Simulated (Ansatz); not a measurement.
**All-electron equations of state of elemental crystals**

All-electron LAPW (Ansatz 0.2.0), scalar-relativistic, no spin, Fermi–Dirac smearing 0.136 eV, k-meshes of 8 to 18 points an axis; Birch–Murnaghan fits to pressures. Some or most of these lattices are hypothetical for the element, and V0 is the minimum nearest the starting volume; lattices without a usable fit are left out; mesh and smearing are coarse, and magnetic elements are treated as non-magnetic.

| element | lattice | functional | V0 (Å³/atom) | B0 (GPa) | B′ | k-points per axis |
| --- | --- | --- | --- | --- | --- | --- |
| Ga | bcc | LDA | 17.34 | 64 | 5.2 | 14 |
| Ga | bcc | PBEsol | 17.94 | 59 | 5.2 | 14 |
| Ga | diamond | LDA | 22.94 | 48 | 4.7 | 8 |
| Ga | diamond | PBEsol | 23.90 | 44 | 4.7 | 8 |
| Ga | fcc | LDA | 17.15 | 65 | 4.9 | 14 |
| Ga | fcc | PBE | 19.00 | 49 | 4.8 | 13 |
| Ga | fcc | PBEsol | 17.74 | 60 | 4.9 | 14 |
| Ga | sc | LDA | 18.20 | 63 | 4.4 | 12 |
| Ga | sc | PBE | 20.14 | 48 | 5.5 | 12 |
| Ga | sc | PBEsol | 18.89 | 58 | 4.4 | 12 |

(1) Give V0 and B0 for diamond Ga in PBE.

(2) Give V0 and B0 for bcc Ga in PBE.

Results:

(1) 25.45 Å³/atom and 36.2 GPa.

(2) 19.18 Å³/atom and 46.6 GPa.
